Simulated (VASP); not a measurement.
SnSe:

```
CELL_PARAMETERS angstrom
0.00000 2.97584 2.97584
2.97584 0.00000 2.97584
2.97584 2.97584 0.00000
ATOMIC_POSITIONS crystal
Sn 0.00000 0.00000 0.00000
Se 0.50000 0.50000 0.50000
```

The cell was built by a generator and needn't be a form met in nature.

Base run:

* Program: VASP 6.6.1
* Functional: HSE06
* Potentials or basis: VASP PAW PBE potentials, release 64 (Sn_d, Se)
* Cutoff: 520 eV
* k mesh: 6 × 6 × 6
* Occupations: gaussian, width 0.03 eV
* Spin: no spin polarisation

Its results: band gap on the k mesh 0.57 eV, direct; pressure 1.2 GPa.

Problem. The run is repeated on the same cell with these changes: functional from HSE06 to PBEsol. What comes out?

Solution. Band gap on the k mesh 0.80 eV, direct; pressure -0.5 GPa.

Caveats: the PAW data sets were made with another functional, which shifts forces and pressure a little; spin-orbit coupling is left out, which moves the levels of the heavy elements.
